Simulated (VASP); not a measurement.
A run of VASP 6.6.1:

File INCAR:

```
SYSTEM = TiO
AGGAC = 0.0
ALGO = Fast
EDIFF = 1E-6
EDIFFG = -0.005
ENCUT = 600
GGA = ML
IBRION = 2
ISIF = 3
ISMEAR = -1
LASPH = .True.
LCHARG = .False.
LREAL = .False.
LUSE_VDW = .True.
LWAVE = .False.
NELM = 100
NSW = 40
PREC = Accurate
SIGMA = 0.05
ZAB_VDW = -1.8867
```

Contents of KPOINTS:

```
k-points
0
Gamma
  10 10 8
  0 0 0
```

Contents of POSCAR:

```
TiO
1.0
    3.0310000000      0.0000000000      0.0000000000
   -1.5155000000      2.6249229989      0.0000000000
    0.0000000000      0.0000000000      3.2377000000
Ti O
1 1
Direct
    0.6666666667      0.3333333333      0.0000000000
    0.0000000000      0.0000000000      0.5000000000
```

Potentials or basis: VASP PAW PBE potentials, release 64 (Ti_sv, O).

Launch:

```console
$ cat potpaw_PBE.64/Ti_sv/POTCAR potpaw_PBE.64/O/POTCAR > POTCAR
$ mpirun -np 1 vasp_std > vasp.out
```

Hardware: 1 thread of Intel(R) Xeon(R) 6975P-C (Granite Rapids), on a shared host.

Problem. How long does it take, and how much memory?

Solution. Wall time 5.3 min on 1 thread of Intel(R) Xeon(R) 6975P-C (Granite Rapids) (shared host), peak memory 0.31 GiB. Counts: scf iterations 160, k points 70, ion steps 11.
